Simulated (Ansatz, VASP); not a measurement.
This is a calculation of W (Tungsten) for VASP 6.6.1. 

The input INCAR:

```
SYSTEM = W
ALGO = Normal
EDIFF = 1E-7
EDIFFG = -0.01
ENCUT = 600
GGA = PE
IBRION = 2
ISIF = 3
ISMEAR = -1
IVDW = 13
LASPH = .True.
LCHARG = .False.
LREAL = .False.
LWAVE = .False.
NELM = 100
NSW = 60
PREC = Accurate
SIGMA = 0.05
```

Contents of KPOINTS:

```
k-points
0
Gamma
  12 12 12
  0 0 0
```

POSCAR

```
W
1.0
   -1.5823450000      1.5823450000      1.5823450000
    1.5823450000     -1.5823450000      1.5823450000
    1.5823450000      1.5823450000     -1.5823450000
W
1
Direct
    0.0000000000      0.0000000000      0.0000000000
```

Potentials or basis: VASP PAW PBE potentials, release 64 (W_sv).

The run is started by

```sh
$ cat potpaw_PBE.64/W_sv/POTCAR > POTCAR
$ mpirun -np 1 vasp_std > vasp.out
```

What does the same run look like in Ansatz 0.2.0? Potentials or basis there: all-electron LAPW, scalar-relativistic.

As run (cutoffs and basis follow the program's own potentials, and thresholds, step limits or extra output files can differ):

File input.yaml:

```yaml
crystal:
  lattice:
    - [-1.582345, 1.582345, 1.582345]
    - [1.582345, -1.582345, 1.582345]
    - [1.582345, 1.582345, -1.582345]
  atoms:
    - { symbol: W, position: [0.0, 0.0, 0.0] }
kpoints:
  mp_grid: { grid: [12, 12, 12] }
scf:
  occupations: { method: fermi_dirac, width: 0.05 }
hamiltonian:
  xc: pbe
  dispersion: d4
  pseudopotentials: { kind: all_electron, lapw: { basis_error: 0.001 } }
output:
  forces: true
  stress: true
relax:
  f_tol: 0.005
  max_steps: 60
  cell: {}
```

Potentials or basis: all-electron LAPW, scalar-relativistic.

The run is started by

```console
$ ansatz run input.yaml --threads 1 --pin off --max-ram 3072MiB --backend cpu --events-out ev --progress --plain --runs-dir out
```

Both were run:

|  | VASP | Ansatz |
| --- | --- | --- |
| Relaxed volume | 15.83 Å³/atom | 15.80 Å³/atom |
| Relaxed cell | a = 2.740 Å, b = 2.740 Å, c = 2.740 Å, α = 109.47°, β = 109.47°, γ = 109.47° | a = 2.738 Å, b = 2.738 Å, c = 2.738 Å, α = 109.47°, β = 109.47°, γ = 109.47° |
| Space group after relaxing | Im-3m (No. 229) | Im-3m (No. 229) |
| Pressure after relaxing | -0.1 GPa | 0.0 GPa |

Where Ansatz's input types no cutoff or centring, it takes its own default and a Γ-centred mesh.

Pressure is positive in compression.
